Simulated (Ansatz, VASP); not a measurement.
**Cs: VASP beside Ansatz**

```
Cs
1.0
    -3.08618    3.08618    3.08618
     3.08618   -3.08618    3.08618
     3.08618    3.08618   -3.08618
Cs
1
Direct
  0.00000 0.00000 0.00000
```

Change from the starting cell: volume scaled by 0.96.

Alike in both runs: task single point; functional PBE; k mesh 6 × 6 × 6; occupations fermi-dirac, width 0.05 eV; no spin polarisation.

|  | VASP | Ansatz |
| --- | --- | --- |
| version | VASP 6.6.1 | Ansatz 0.2.0 |
| potentials or method | VASP PAW PBE potentials, release 64 (Cs_sv), cutoff 520 eV | all-electron LAPW, scalar-relativistic |

|  | VASP | Ansatz | Ansatz less VASP |
| --- | --- | --- | --- |
| gap on the k mesh at the Fermi level (eV) | none | none | - |
| pressure (GPa) | 0.0 | 0.0 | +0.01 |

A gap of «none» marks a metal or a gap that the smearing closes. Ansatz ran all-electron here, so the differences hold the error of VASP's frozen core and of both bases.

Spin-orbit coupling is left out, which matters for the levels of Cs.
